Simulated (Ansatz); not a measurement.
ScAl3: how the free axis answers a strain

ScAl3, Pm-3m, a = 4.105 Å. The structure is a Materials Project entry; whether it is the stable form wasn't checked. Ansatz: PBE, PAW, 420 eV, Γ-centred 12×12×12 mesh on 4 atoms, Gaussian smearing 0.10 eV; no spin polarisation. Series: biaxial strain in the a-b plane, c and atoms relaxed; x is the strain in per cent. y is the change of c in per cent of 4.105 Å.

```tsv
x (%)	y (%)
-6.0	?
-4.0	1.76
-2.0	0.88
0.0	0.00
2.0	-0.88
4.0	-1.80
6.0	-2.83
```

Task: Fit y = c1 x + c2 x² to the other rows, say what c1 measures, and predict the missing y.

Result: Least squares on the rows shown. y = −0.4483 x − 0.003087 x². With no stress along c, c1 = −2C12/C11 = -0.448. At x = -6.0 the fit asked for gives 2.58 %. The run gave 2.73 %, so the fit is 0.15 % too low, 2.7 % of the span of the series, against an rms of 0.03 % on the fitted rows. The row lies outside the fitted range. With a term in x³ added, a fit to the same known rows predicts 2.73 %, so most of the miss is curvature that the known rows already hold.